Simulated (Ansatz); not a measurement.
# HgTe: the cost of one run

Method: DFT PBEsol, scalar-relativistic, plane waves, PAW, in Ansatz 0.2.0.

2 further runs of the same task are left out: 2 set aside as unsound or not needed.

### Step 1. The system as given

Symmetry: F-43m, No. 216, cubic system. Conventional cell: a = 6.510 Å, b = 6.510 Å, c = 6.510 Å, α = 90.00°, β = 90.00°, γ = 90.00°. Hg (site symmetry -43m) has 4 Te at 2.82 Å as nearest neighbours. Around Te (site symmetry -43m) lie 4 Hg at 2.82 Å.

Coordinates:

```cif
data_structure
_symmetry_space_group_name_H-M 'F-43m'
_symmetry_Int_Tables_number 216
_cell_length_a 6.5105
_cell_length_b 6.5105
_cell_length_c 6.5105
_cell_angle_alpha 90.000
_cell_angle_beta 90.000
_cell_angle_gamma 90.000
_cell_volume 275.95
loop_
_atom_site_label
_atom_site_type_symbol
_atom_site_symmetry_multiplicity
_atom_site_Wyckoff_symbol
_atom_site_fract_x
_atom_site_fract_y
_atom_site_fract_z
_atom_site_occupancy
Hg1 Hg 4 a 0.00000 0.00000 0.00000 1
Te1 Te 4 c 0.25000 0.25000 0.25000 1
```

This cell was relaxed beforehand with the same method: volume 34.49 Å³/atom, gap on the mesh none (metal).

### Step 2. Phonons at Γ, at rest

Input file input.yaml:

```yaml
crystal:
  lattice:
    - [0.0, 3.2552270069, 3.2552270069]
    - [3.2552270069, 0.0, 3.2552270069]
    - [3.2552270069, 3.2552270069, 0.0]
  atoms:
    - { symbol: Hg, position: [0.0, 0.0, 0.0] }
    - { symbol: Te, position: [0.75, 0.75, 0.75] }
basis:
  ecutwfc: 420
kpoints:
  mp_grid: { grid: [12, 12, 12] }
hamiltonian:
  xc: pbesol
scf:
  occupations: { method: fermi_dirac, width: 0.15 }
output:
  eigenvalues: true
phonons:
  method: dfpt
  eigenvectors: true
```

Launch:

```sh
ansatz run input.yaml --threads 1 --pin off --max-ram 3072MiB --backend cpu --events-out ev --progress --plain --runs-dir out
```

**Question.** How long does this run take on 1 thread of AMD EPYC 9R45 (Zen 5), shared host, and how much memory does it need?

About 31 s, with a peak of 0.99 GiB.
